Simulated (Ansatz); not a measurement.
**Nuclear-site quantities of Cr as the cell is scaled**

```yaml
crystal:
  lattice:
    - [-1.44195, 1.44195, 1.44195]
    - [1.44195, -1.44195, 1.44195]
    - [1.44195, 1.44195, -1.44195]
  atoms:
    - { symbol: Cr, position: [0.00000, 0.00000, 0.00000] }
```

The geometry is COD entry 5000220, unchecked; take it as a test cell.

All numbers below come from DFT, PBE, all-electron PAW with datasets made for the crystal, scalar-relativistic in Ansatz 0.2.0.

Sampling and basis: a Γ-centred 18×18×18 k mesh, Fermi–Dirac smearing of 0.08 eV, cutoff 320 eV (chosen by the program for this cell), spin-polarised from start moments Cr 3 μB (the moments died away, and the run ended non-magnetic).

The contact density is the mean electron density over the nuclear volume; its changes follow the s electrons' response to bonding and compression. Changes below are taken from the unscaled cell, where it is 76391.1 e/Å³ at Cr.

Volumes at which the program chose other datasets or cutoffs are left out.

```csv
V/V(cell),P (GPa),Δρ(0) Cr (e/Å³),cell moment (μB)
0.9800,-4.3,?,0.00
0.9900,-6.7,?,0.00
1.0000,-8.9,0.00,0.00
1.0100,-11.0,-0.25,0.00
1.0200,-13.1,?,0.00
1.0400,-16.8,-0.99,0.00
```

Q: What belongs in the row "0.9900", column "Δρ(0) Cr (e/Å³)"?

A: 0.26.

Q: What belongs in the row "0.9800", column "Δρ(0) Cr (e/Å³)"?

A: 0.51.

Q: Give the missing entry: row "1.0200", column "Δρ(0) Cr (e/Å³)".

A: -0.50.

The datasets are made afresh for each cell, so very small changes are uncertain.
